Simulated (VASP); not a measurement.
# KZnF3 (Pm-3m) in VASP: further runs

The runs below take KZnF3 through single point, relaxation of cell and atoms, with PBE+D3(BJ).

Everything below comes from runs of VASP 6.6.1. Logs are shortened: lines on timing, memory, paths and dates and some standing lists are left out, and cuts for length are marked.

**1. The crystal as given**

It takes space group Pm-3m (No. 221, cubic). Conventional cell: a = 4.128 Å, b = 4.128 Å, c = 4.128 Å, α = 90.00°, β = 90.00°, γ = 90.00°. K (site symmetry m-3m) has 12 F at 2.92 Å as nearest neighbours. Zn (site symmetry m-3m) is surrounded by 6 F at 2.06 Å. F (site symmetry 4/mmm) is surrounded by 2 Zn at 2.06 Å.

**2. Single point, PBE+D3(BJ) (relaxed again under DFT PBE+D3(BJ), scalar-relativistic, plane waves, PAW)**

File INCAR:

```
PREC = Accurate ; ENCUT = 520
EDIFF = 1E-7 ; ISMEAR = 0
SIGMA = 0.02 ; LREAL = False
LASPH = True ; NELM = 100
ALGO = Fast ; ISIF = 2
LWAVE = False ; LCHARG = False
GGA = PE ; IVDW = 12
NBANDS = 29
```

File KPOINTS:

```
regular mesh
0
Gamma
  6 6 6
```

File POSCAR:

```
KZnF3
1.0
    4.0958881053      0.0000000000      0.0000000000
    0.0000000000      4.0958881053      0.0000000000
    0.0000000000      0.0000000000      4.0958881053
K Zn F
1 1 3
Direct
    0.0000000000      0.0000000000      0.0000000000
    0.5000000000      0.5000000000      0.5000000000
    0.5000000000      0.5000000000      0.0000000000
    0.0000000000      0.5000000000      0.5000000000
    0.5000000000      0.0000000000      0.5000000000
```

Potentials or basis: VASP PAW PBE potentials, release 64 (K_sv, Zn, F).

Run with:

```sh
> cat potpaw_PBE.64/K_sv/POTCAR potpaw_PBE.64/Zn/POTCAR potpaw_PBE.64/F/POTCAR > POTCAR
> mpirun -np 1 vasp_std > vasp.out
```

OUTCAR:

```text
PREC = Accurate
   ENCUT = 520
   EDIFF = 1E-7
   ISMEAR = 0
   LREAL = False
   LASPH = True
   NELM = 100
   ISIF = 2
   GGA = PE
   IVDW = 12
 IVDW          = 12

 ion  position               nearest neighbor table
   1  0.000  0.000  0.000-
   2  0.500  0.500  0.500-   3 2.05   4 2.05   5 2.05   3 2.05   5 2.05   4 2.05
   3  0.500  0.500  0.000-   2 2.05   2 2.05
   4  0.000  0.500  0.500-   2 2.05   2 2.05
   5  0.500  0.000  0.500-   2 2.05   2 2.05

  LATTYP: Found a simple cubic cell.
 ALAT       =     4.0958881053

  Lattice vectors:

 A1 = (   4.0958881053,   0.0000000000,   0.0000000000)
 A2 = (   0.0000000000,   4.0958881053,   0.0000000000)
 A3 = (   0.0000000000,   0.0000000000,   4.0958881053)

Analysis of symmetry for initial positions (statically):
=====================================================================
 Subroutine PRICEL returns:
 Original cell was already a primitive cell.

 Routine SETGRP: Setting up the symmetry group for a
 simple cubic supercell.

 Subroutine GETGRP returns: Found 48 space group operations
 (whereof 48 operations were pure point group operations)
 out of a pool of 48 trial point group operations.

The static configuration has the point symmetry O_h .

Analysis of symmetry for dynamics (positions and initial velocities):
=====================================================================
 Subroutine PRICEL returns:
 Original cell was already a primitive cell.

 Routine SETGRP: Setting up the symmetry group for a
 simple cubic supercell.

 Subroutine GETGRP returns: Found 48 space group operations
 (whereof 48 operations were pure point group operations)
 out of a pool of 48 trial point group operations.

The dynamic configuration has the point symmetry O_h .

 Subroutine INISYM returns: Found 48 space group operations
 (whereof 48 operations are pure point group operations),
 and found     1 'primitive' translations

----------------------------------------------------------------------------------------

                                     Primitive cell

  volume of cell :      68.7138

  direct lattice vectors                    reciprocal lattice vectors
     4.095888105  0.000000000  0.000000000     0.244147295  0.000000000  0.000000000
     0.000000000  4.095888105  0.000000000     0.000000000  0.244147295  0.000000000
     0.000000000  0.000000000  4.095888105     0.000000000  0.000000000  0.244147295

  length of vectors
     4.095888105  4.095888105  4.095888105     0.244147295  0.244147295  0.244147295

  position of ions in fractional coordinates (direct lattice)
     0.000000000  0.000000000  0.000000000
     0.500000000  0.500000000  0.500000000
     0.500000000  0.500000000  0.000000000
     0.000000000  0.500000000  0.500000000
     0.500000000  0.000000000  0.500000000

  ion indices of the primitive-cell ions
   primitive index   ion index
                 1           1
                 2           2
                 3           3
                 4           4
                 5           5

----------------------------------------------------------------------------------------

 KPOINTS: regular mesh

Automatic generation of k-mesh.
 Grid dimensions read from file:
 generate k-points for:    6    6    6

 Generating k-lattice:

  Cartesian coordinates                     Fractional coordinates (reciprocal lattice)
     0.040691216  0.000000000  0.000000000     0.166666667  0.000000000  0.000000000
     0.000000000  0.040691216  0.000000000     0.000000000  0.166666667  0.000000000
     0.000000000  0.000000000  0.040691216     0.000000000  0.000000000  0.166666667

  Length of vectors
     0.040691216  0.040691216  0.040691216

  Shift w.r.t. Gamma in fractional coordinates (k-lattice)
     0.000000000  0.000000000  0.000000000

 Subroutine IBZKPT returns following result:
 ===========================================

 Found     20 irreducible k-points:

 Following reciprocal coordinates:
            Coordinates               Weight
  0.000000  0.000000  0.000000      1.000000
  0.166667  0.000000  0.000000      6.000000
  0.333333  0.000000  0.000000      6.000000
  0.500000  0.000000  0.000000      3.000000
  0.166667  0.166667  0.000000     12.000000
  0.333333  0.166667  0.000000     24.000000
[... 12 lines left out ...]
  0.500000  0.500000  0.333333      6.000000
  0.500000  0.500000  0.500000      1.000000
   k-points           NKPTS =     20   k-points in BZ     NKDIM =     20   number of bands    NBANDS=     29
   number of dos      NEDOS =    301   number of ions     NIONS =      5
   total plane-waves  NPLWV =  27000
   dimension x,y,z NGX =    30 NGY =   30 NGZ =   30
   dimension x,y,z NGXF=    60 NGYF=   60 NGZF=   60
   ions per type =               1   1   3
   NGX,Y,Z   is equivalent  to a cutoff of  12.18, 12.18, 12.18 a.u.
   NGXF,Y,Z  is equivalent  to a cutoff of  24.35, 24.35, 24.35 a.u.
 SYSTEM =  unknown system
   PREC   = accura    normal or accurate (medium, high low for compatibility)
   ISTART =      0    job   : 0-new  1-cont  2-samecut
   ICHARG =      2    charge: 1-file 2-atom 10-const
   ISPIN  =      1    spin polarized calculation?
   LNONCOLLINEAR =      F non collinear calculations
   LSORBIT =      F    spin-orbit coupling
   LASPH  =      T    aspherical Exc in radial PAW
   ENCUT  =  520.0 eV  38.22 Ry    6.18 a.u.   7.62  7.62  7.62*2*pi/ulx,y,z
   NELM   =    100;   NELMIN=  2; NELMDL= -5     # of ELM steps
   EDIFF  = 0.1E-06   stopping-criterion for ELM
   LREAL  =      F    real-space projection
   EDIFFG = 0.1E-05   stopping-criterion for IOM
   NSW    =      0    number of steps for IOM
   IBRION =     -1    ionic relax: 0-MD 1-quasi-New 2-CG
   NFREE  =      0    steps in history (QN), initial steepest desc. (CG)
   ISIF   =      2    stress and relaxation
   ISYM   =      2    0-nonsym 1-usesym 2-fastsym
   POTIM  = 0.5000    time-step for ionic-motion
   TEBEG  =    0.0;   TEEND  =   0.0 temperature during run
   PSTRESS=    0.0 pullay stress
   NELECT =      42.0000    total number of electrons
   NUPDOWN=      -1.0000    fix difference up-down
   EMIN   =  10.00;   EMAX   =-10.00  energy-range for DOS
   EFERMI =   0.00;   METHOD = LEGACY
   ISMEAR =     0;   SIGMA  =   0.02  broadening in eV -4-tet -1-fermi 0-gaus
   EFERMI_NEDOS =   21; number of points for ismear=-14 and -15
   IALGO  =     68    algorithm
   IMIX   =      4    mixing-type and parameters
     AMIX     =   0.40;   BMIX     =  1.00
     AMIX_MAG =   1.60;   BMIX_MAG =  1.00
  volume/ion in A,a.u.               =      13.74        92.74
  Fermi-wavevector in a.u.,A,eV,Ry     =   1.389344  2.625480 26.263016  1.930277
  Thomas-Fermi vector in A             =   2.513384
   LORBIT       =      0    0 simple, 1 ext, 2 COOP (PROOUT), +10 PAW based schemes
   GGA     = PE    functional components
   LHFCALC =     F    Hartree Fock is set to
   AEXX    =    0.0000 exact exchange contribution
   IVDW    =    12    specifies the selected vdW correction
   LEPSILON=     F    determine dielectric tensor
   LRPA    =     F    only Hartree local field effects (RPA)
 non-spin polarized calculation
 RMM-DIIS sequential band-by-band and
 Gauss-broadening in eV      SIGMA  =   0.02
  energy-cutoff  :      520.00
  volume of cell :       68.71
 maximum number of plane-waves:      1865
   NGX = 15   NGY = 15   NGZ = 15

 number of electron      41.9999968 magnetization

 Free energy of the ion-electron system (eV)
  ---------------------------------------------------
  ext. energy  EPLUGINS =         0.00000000
  ---------------------------------------------------
  free energy    TOTEN  =       -20.31771650 eV

  energy without entropy =      -20.31771650  energy(sigma->0) =      -20.31771650

 E-fermi :  -0.9720     XC(G=0):  -9.7054

 val. band max:       -1.0986954433   @ k =   0.5000   0.5000   0.5000
 cond. band min:       2.6094898760   @ k =   0.0000   0.0000   0.0000
 fundamental gap:      3.7081853193
 Fermi energy:        -0.9719502490

 k-point     1 :       0.0000    0.0000    0.0000
  band No.  band energies     occupation
      1     -28.0809      2.00000
      2     -22.4298      2.00000
      3     -21.8481      2.00000
      4     -21.8481      2.00000
      5     -11.5622      2.00000
      6     -11.5622      2.00000
[... 21 lines left out ...]
     28      10.0159      0.00000
     29      12.8537      0.00000

 k-point     2 :       0.1667    0.0000    0.0000
  band No.  band energies     occupation
      1     -28.0764      2.00000
      2     -22.3990      2.00000
      3     -21.8754      2.00000
      4     -21.8466      2.00000
      5     -11.5633      2.00000
      6     -11.5526      2.00000
[... 21 lines left out ...]
     28      10.0878      0.00000
     29      12.7221      0.00000

 k-point     3 :       0.3333    0.0000    0.0000
  band No.  band energies     occupation
      1     -28.0674      2.00000
      2     -22.3256      2.00000
      3     -21.9419      2.00000
      4     -21.8436      2.00000
      5     -11.5655      2.00000
      6     -11.5334      2.00000
[... 21 lines left out ...]
     28      10.2440      0.00000
     29      12.2530      0.00000

 k-point     4 :       0.5000    0.0000    0.0000
  band No.  band energies     occupation
      1     -28.0629      2.00000
      2     -22.2771      2.00000
      3     -21.9866      2.00000
      4     -21.8421      2.00000
      5     -11.5665      2.00000
      6     -11.5237      2.00000
[... 469 lines left out ...]
     28      11.3927      0.00000
     29      11.4913      0.00000

 k-point    19 :       0.5000    0.5000    0.3333
  band No.  band energies     occupation
      1     -28.0426      2.00000
      2     -22.0017      2.00000
      3     -21.9879      2.00000
      4     -21.9879      2.00000
      5     -11.6835      2.00000
      6     -11.6835      2.00000
[... 21 lines left out ...]
     28      11.7069      0.00000
     29      11.7576      0.00000

 k-point    20 :       0.5000    0.5000    0.5000
  band No.  band energies     occupation
      1     -28.0403      2.00000
      2     -21.9846      2.00000
      3     -21.9846      2.00000
      4     -21.9846      2.00000
      5     -11.7028      2.00000
      6     -11.7028      2.00000
[... 21 lines left out ...]
     28      12.2657      0.00000
     29      12.2663      0.00000

------------------------ aborting loop because EDIFF is reached ----------------------------------------

 Edisp (eV)   -0.75928

 E8    (eV) :    -0.3128

  FORCE on cell =-STRESS in cart. coord.  units (eV):
  Direction    XX          YY          ZZ          XY          YZ          ZX
  --------------------------------------------------------------------------------------
  -------------------------------------------------------------------------------------
  Total       0.11713     0.11713     0.11713    -0.00000    -0.00000     0.00000
  in kB       2.73096     2.73096     2.73096    -0.00000    -0.00000     0.00000
  external pressure =        2.73 kB  Pullay stress =        0.00 kB

 VOLUME and BASIS-vectors are now :
 -----------------------------------------------------------------------------
  energy-cutoff  :      520.00
  volume of cell :       68.71
      direct lattice vectors                 reciprocal lattice vectors
     4.095888105  0.000000000  0.000000000     0.244147295  0.000000000  0.000000000
     0.000000000  4.095888105  0.000000000     0.000000000  0.244147295  0.000000000
     0.000000000  0.000000000  4.095888105     0.000000000  0.000000000  0.244147295

 POSITION                                       TOTAL-FORCE (eV/Angst)
 -----------------------------------------------------------------------------------
      0.00000      0.00000      0.00000         0.000000      0.000000      0.000000
      2.04794      2.04794      2.04794         0.000000      0.000000      0.000000
      2.04794      2.04794      0.00000         0.000000      0.000000      0.000000
      0.00000      2.04794      2.04794         0.000000      0.000000      0.000000
      2.04794      0.00000      2.04794         0.000000      0.000000      0.000000
 -----------------------------------------------------------------------------------
    total drift:                                0.000000      0.000000     -0.000000

  FREE ENERGIE OF THE ION-ELECTRON SYSTEM (eV)
  ---------------------------------------------------
  free  energy   TOTEN  =       -21.0769949688 eV

  energy  without entropy=      -21.0769949688  energy(sigma->0) =      -21.07699497
```

It took 45 s on 1 thread of Intel Xeon Platinum 8488C (Sapphire Rapids), shared host; peak memory 0.19 GiB.

What came out:

- Free energy: -21.0770 eV
- Pressure: 0.3 GPa
- Band gap on the k mesh: 3.71 eV, indirect (least direct gap 5.37 eV)
- Dispersion energy per atom: -0.152 eV

A k mesh can miss the band edges.

(Part 1 of 2 ends here.)
